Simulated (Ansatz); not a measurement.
# Si: the cell at several levels of theory

The task here is to estimate one member of a computed series from the others.

The runs shown are made with Ansatz 0.2.0. PAW datasets, plane waves, zero pressure. Computed at 0 K without zero-point motion; spin polarisation is off.

### The system as given

This is the cell as the run starts from it, not yet at rest; its lengths are not the crystal's.

Space group Fd-3m (No. 227), cubic; a = 5.127 Å in the conventional setting, 16.84 Å³ an atom. Si has 4 Si at 2.22 Å.

As a file:

```
CELL_PARAMETERS angstrom
0.00000 2.56344 2.56344
2.56344 0.00000 2.56344
2.56344 2.56344 0.00000
ATOMIC_POSITIONS crystal
Si 0.00000 0.00000 0.00000
Si 0.25000 0.25000 0.25000
```

The first run:

Input file input.yaml:

```yaml
crystal:
  lattice:
    - [0.0, 2.5634351952, 2.5634351952]
    - [2.5634351952, 0.0, 2.5634351952]
    - [2.5634351952, 2.5634351952, 0.0]
  atoms:
    - { symbol: Si, position: [0.0, 0.0, 0.0] }
    - { symbol: Si, position: [0.25, 0.25, 0.25] }
kpoints:
  mp_grid: { grid: [8, 8, 8] }
hamiltonian:
  xc: pbe
scf:
  occupations: { method: fermi_dirac, width: 0.02 }
relax:
  f_tol: 0.005
  cell: {}
```

The run is started by

```console
$ ansatz run input.yaml --threads 4 --pin off --max-ram 7372MiB --backend cpu --events-out ev --progress --plain --runs-dir out
```

Among the steps run: Relaxation with PBE; r2SCAN: cell and atoms; Relaxation with PBEsol; Relaxation with LDA; Relaxation with HSE06.

One of the session's tables, all rows but one given; the rest of the session is left out.

| level | a (Å) | volume (Å³/atom) |
| --- | --- | --- |
| PBE | 5.470 | 20.462 |
| r2SCAN | 5.444 | 20.171 |
| PBEsol | ? | ? |
| LDA | 5.402 | 19.709 |
| HSE06 | 5.441 | 20.139 |

**Question.** Estimate the row for PBEsol.

As computed: a (Å): 5.434; volume (Å³/atom): 20.053. In the column «a (Å)» it lies between LDA (5.402) and HSE06 (5.441).

From the start to the first minimum the volume moved by +21.5 %. The volume runs from LDA (least) to PBE (most), a spread of 3.8 %, or 1.3 % in length if all axes shared it alike. The meshes differ: PBE 8×8×8, r2SCAN 8×8×8, PBEsol 8×8×8, LDA 8×8×8, HSE06 6×6×6.
